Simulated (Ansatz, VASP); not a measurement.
GaSb in VASP and in Ansatz

POSCAR

```
GaSb
1.0
    0.0000000000      3.1069206344      3.1069206344
    3.1069206344      0.0000000000      3.1069206344
    3.1069206344      3.1069206344      0.0000000000
Ga Sb
1 1
Direct
    0.0000000000      0.0000000000      0.0000000000
    0.2500000000      0.2500000000      0.2500000000
```

File INCAR.step1:

```
PREC = Accurate ; ENCUT = 520
ISMEAR = 0 ; SIGMA = 0.1
LREAL = False ; LASPH = True
NELM = 60 ; NBANDS = 16
GGA = PE ; ALGO = Normal
EDIFF = 1E-4 ; LWAVE = True
LCHARG = False
```

File INCAR.step2:

```
PREC = Accurate ; ENCUT = 520
EDIFF = 1E-6 ; ISMEAR = 0
SIGMA = 0.1 ; LREAL = False
LASPH = True ; NELM = 60
ALGO = Normal ; ISIF = 2
LWAVE = False ; LCHARG = True
METAGGA = R2SCAN ; LMIXTAU = True
LELF = True ; LVHAR = True
NBANDS = 16 ; ISTART = 1
```

KPOINTS

```
regular mesh
0
Gamma
  12 12 12
```

Input for Ansatz:

```yaml
crystal:
  lattice:
    - [0.0, 3.1069206344, 3.1069206344]
    - [3.1069206344, 0.0, 3.1069206344]
    - [3.1069206344, 3.1069206344, 0.0]
  atoms:
    - { symbol: Ga, position: [0.0, 0.0, 0.0] }
    - { symbol: Sb, position: [0.25, 0.25, 0.25] }
basis:
  ecutwfc: 500
kpoints:
  mp_grid: { grid: [12, 12, 12] }
  band_path: { path: [VBM, CBM], npoints: 2 }
hamiltonian:
  xc: r2scan
scf:
  occupations: { method: gaussian, width: 0.1 }
output:
  forces: false
  stress: false
  eigenvalues: true
checkpoint:
  read: start.run
  write: ck
  compress: false
  write_wavefunctions: false
  write_every: 100000
```

Alike in both runs: task single point; functional r2SCAN; k mesh 12 × 12 × 12; occupations gaussian, width 0.1 eV; no spin polarisation.

|  | VASP | Ansatz |
| --- | --- | --- |
| version | VASP 6.6.1 | Ansatz 0.2.0 |
| potentials or method | VASP PAW PBE potentials, release 64 (Ga_d, Sb) | scalar-relativistic, plane waves, PAW |
| plane-wave cutoff (eV) | 520 | 500 |
| valence electrons in the cell | 18 | 28 |

Ansatz gave:

| Property | Result |
| --- | --- |
| gap on the k mesh at the Fermi level (eV) | 0.12 |
| least direct gap on the mesh (eV) | 0.12 |

**Question.** What did VASP give for the same quantities?

**Answer.** gap on the k mesh at the Fermi level (eV): 0.10; least direct gap on the mesh (eV): 0.10.

The functional is the same, so the differences come from potentials, cutoffs and numerics. The two sets of potentials don't hold the same shells in valence.

Caveats: spin-orbit coupling is left out, which moves the levels of the heavy elements.
